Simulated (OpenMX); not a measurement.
# Bi under changes of volume

One of the cells (35.070 Å³/atom); the others are scaled copies at fixed shape and fractional positions:

```
CELL_PARAMETERS angstrom
2.26750 1.30914 3.93800
-2.26750 1.30914 3.93800
0.00000 -2.61828 3.93800
ATOMIC_POSITIONS crystal
Bi 0.76600 0.76600 0.76600
Bi 0.23400 0.23400 0.23400
```

| Property | Result |
| --- | --- |
| Program | OpenMX 3.8.5 |
| Functional | PBE |
| Potentials or basis | OpenMX 2013 PBE set, Bi8.0-s3p2d2, fixed grid of 50 × 50 × 50 points |
| k mesh | 7 × 7 × 7 |
| Occupations | fermi-dirac, width 0.05 eV |
| Spin | no spin polarisation |

```csv
volume (Å³/atom),energy over the lowest point (meV/atom),gap on the mesh (eV),largest force (eV/Å)
32.965,95.44,0.33,0.767
33.667,65.91,0.32,0.648
34.368,42.65,0.31,0.522
35.070,?,?,?
35.771,12.24,0.28,0.310
36.472,4.07,0.27,0.218
37.174,0.00,0.26,0.124
```

What does the run at 35.070 Å³/atom give?

Energy over the lowest point 24.92 meV/atom; gap on the mesh 0.29 eV; largest force 0.419 eV/Å.

Worked out: A Birch-Murnaghan fit of order 3 (a polynomial in V^(-2/3)) to the other rows has its minimum at 37.60 Å³/atom, just outside them, with B0 = V·E''(V) = 42 GPa and B' = 4.5 at fixed shape and positions, which overstates the stiffness. It gives 24.92 meV/atom at 35.070 Å³/atom, against the run's 24.92. A straight line through the other rows of the gap, of slope -0.606 eV per unit of ln V, gives 0.29 eV, against the run's 0.29.

Energies are extrapolated to zero smearing.

Caveats: the basis has few d functions beyond the semicore shells, which can make volumes several per cent too large; spin-orbit coupling is left out, which as a rule narrows the gap of such compounds by several tenths of an eV; an odd mesh through Γ misses points on the zone boundary, where band edges often lie; the basis of atomic orbitals isn't converged, which shifts pressures, moduli and gaps.
